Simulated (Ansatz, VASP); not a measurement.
This is a calculation of InPd for Ansatz 0.2.0.

File input.yaml:

```yaml
crystal:
  lattice:
    - [0.0, 2.74607, 2.74607]
    - [2.74607, 0.0, 2.74607]
    - [2.74607, 2.74607, 0.0]
  atoms:
    - { symbol: In, position: [0.0, 0.0, 0.0] }
    - { symbol: Pd, position: [0.5, 0.5, 0.5] }
hamiltonian:
  xc: r2scan
  pseudopotentials: { kind: paw }
kpoints:
  mp_grid: { grid: [8, 8, 8] }
scf:
  occupations: { method: fermi_dirac, width: 0.05 }
output:
  forces: true
  stress: true
  eigenvalues: true
relax:
  f_tol: 0.01
  max_steps: 40
  cell: { stress_tol: 0.05 }
```

Potentials or basis: Ansatz PAW.

Command:

```sh
$ ansatz run input.yaml --threads 2 --pin off --max-ram 5632MiB --backend cpu --events-out ev --progress --plain --runs-dir out
```

**Question.** Set up the same calculation for VASP 6.6.1. Potentials there: VASP PAW PBE potentials, release 64 (In_d, Pd).

**Answer.** As run (the cutoff follows the program's own potentials):

INCAR

```
PREC = Accurate ; ENCUT = 600
EDIFF = 1E-7 ; ISMEAR = -1
SIGMA = 0.05 ; LREAL = F
LASPH = T ; NELM = 80
ALGO = Normal ; ISIF = 3
LWAVE = F ; LCHARG = F
METAGGA = R2SCAN ; LMIXTAU = T
IBRION = 2 ; NSW = 60
EDIFFG = -0.005
```

File KPOINTS:

```
Automatic mesh
0
Gamma
  8 8 8
```

POSCAR

```
InPd
1.0
    0.0000000000      2.7460700000      2.7460700000
    2.7460700000      0.0000000000      2.7460700000
    2.7460700000      2.7460700000      0.0000000000
In Pd
1 1
Direct
    0.0000000000      0.0000000000      0.0000000000
    0.5000000000      0.5000000000      0.5000000000
```

Potentials or basis: VASP PAW PBE potentials, release 64 (In_d, Pd).

The run is started by

```bash
$ cat potpaw_PBE.64/In_d/POTCAR potpaw_PBE.64/Pd/POTCAR > POTCAR
$ mpirun -np 1 vasp_std > vasp.out
```

Both were run:

|  | VASP | Ansatz | Ansatz less VASP |
| --- | --- | --- | --- |
| gap on the k mesh at the Fermi level, each at its own relaxed structure (eV) | none | none | - |
| relaxed volume (Å³/atom) | 20.15 | 20.05 | -0.105 |
| relaxed cell length with the largest relative difference (Å) | 3.848 | 3.842 | -0.0067 |
| energy change over the relaxation (meV/atom) | -5 | -6 | -1.8 |

A gap of «none» marks a metal or a gap that the smearing closes. The two sets of potentials don't hold the same shells in valence.

Caveats: the PAW data sets were made with another functional, which shifts forces and pressure a little (VASP); the plane-wave basis is chosen anew once the cell has moved, so the energies of steps on either side of that aren't comparable (Ansatz); the PAW data sets come from PBE, with cores solved anew for the run's functional, which leaves a small shift of forces and pressure (Ansatz).
